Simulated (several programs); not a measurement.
Many methods on one cell: Bi2Te3 (tetradymite)

Measured values to be reproduced:
- band gap: 0.17 eV (experimental band gap; “Vacancy and Antisite-Induced Ferromagnetism in Liquid-Phase Exfoliated Bi2Te3”; Literature value; the paper's text quotes experimental gaps of 0.26-0.92 eV, inconsistent with this table entry; 2024; arxiv:2412.10539)
- volume: 33.88 Å³ an atom (from the lattice constants; a = b, hexagonal setting; “Unexplored photoluminescence from bulk and mechanically exfoliated few layers of Bi2Te3”; 2018; arxiv:1806.02025)

Bi2Te3 in the tetradymite structure, relaxed with r2SCAN+rVV10 in Ansatz, was computed with several methods. Space group R-3m (No. 166), trigonal; a = 4.391 Å, c = 31.361 Å in the conventional setting, 34.92 Å³ an atom. Bi has 6 Te at 3.06–3.25 Å; Te has 3 Bi at 3.06 Å; Te has 6 Bi at 3.25 Å. The values are computed, spin-unpolarised.

```xyz
5
Lattice="2.1957 1.2677 10.4535 -2.1957 1.2677 10.4535 0.0000 -2.5354 10.4535" Properties=species:S:1:pos:R:3 pbc="T T T"
Bi    0.0000    0.0000   12.4929
Bi    0.0000    0.0000   18.8678
Te    0.0000    0.0000    6.6984
Te    0.0000    0.0000   24.6622
Te    0.0000    0.0000    0.0000
```

Gaps and times are for a single point on this cell; volume and bulk modulus come from each method's own relaxation or energy curve at fixed shape, which is too stiff where a cell has free coordinates or axes. Times are rough, from shared hosts (AMD EPYC 7R13 Processor; Arm Neoverse V2), and each method has its own mesh and cell size. A double dagger marks a value from a curve with shape and coordinates held. A star marks a curve whose lowest point is an end point. Gaps from k meshes are read at a limited set of points (mesh, symmetry points, PBE's band edges), so each method's own least gap may be somewhat smaller. Minimal bases can be far off for gaps. Times of the plane-wave ladder aren't listed, since it ran on unlike processors and cards. Curves at held shape can't give the bulk modulus of a layered or molecular crystal, so none is listed. d marks a direct gap, i an indirect one (no mark: not told apart), a dash a value that wasn't computed or didn't pass its checks.

| method | kind | gap (eV) | own volume (Å³/atom) | bulk modulus (GPa) | atoms computed | processor time |
| --- | --- | --- | --- | --- | --- | --- |
| PBE-D3(BJ) | semilocal | – | 33.65 | – | 5 | – |
| r2SCAN+rVV10 | semilocal | – | 34.92 | – | 5 | – |
| PBE-D4 | semilocal | – | 33.60 | – | 5 | – |
| light PBE (260 eV and a coarse mesh) | light plane-wave | 0.46 d | – | – | 5 | 3.2 s |
| PBE | semilocal | 0.44 d | – | – | 5 | – |
| LDA | semilocal | 0.35 d | – | – | 5 | – |
| PBE/SZV (CP2K) | small basis | 0.35 d | 39.01*‡ | – | 5 | 54 s |
| r2SCAN | semilocal | 0.70 d | – | – | 5 | – |
| PBE/DZVP (CP2K) | small basis | 0.42 d | 36.46‡ | – | 5 | 91 s |
| PBE+SOC | semilocal | 0.10 i | – | – | 5 | – |
| HSE06 | hybrid | 0.84 d | – | – | 5 | – |
| PBE0 | hybrid | 1.38 d | – | – | 5 | – |
| r2SCANh | hybrid | 1.02 d | – | – | 5 | – |

Against HSE06 (0.84 eV) and with closed or daggered gaps left aside, the nearest gap at the points sampled is that of r2SCAN (-0.14 eV) and the farthest that of PBE+SOC (-0.74 eV). HSE06 is only a yardstick of convenience, and nearness to it can be luck.

Runs without a result: GLLB-SC (GPAW) (single point, out of time).

Comparison with experiment:
- Band gap, measured 0.17 eV: light PBE (260 eV and a coarse mesh) +0.29 eV, PBE +0.27 eV, LDA +0.18 eV, PBE/SZV (CP2K) +0.18 eV, r2SCAN +0.53 eV, PBE/DZVP (CP2K) +0.25 eV, PBE+SOC -0.07 eV, HSE06 +0.67 eV, PBE0 +1.21 eV, r2SCANh +0.85 eV.
- Volume, measured 33.88 Å³ an atom: PBE-D3(BJ) -0.7 %, r2SCAN+rVV10 +3.1 %, PBE-D4 -0.8 %.
The calculations are for a static lattice; samples hold vibrations, temperature and, in optical gaps, excitons. A measured value is shown where most reports agree with it, and only for the quantities listed. In such narrow-gap compounds of heavy elements the bands can be inverted, in the sample or in a calculation; the differences are of unsigned gaps, so agreement can be luck.

Only the rows marked +SOC include spin-orbit coupling.
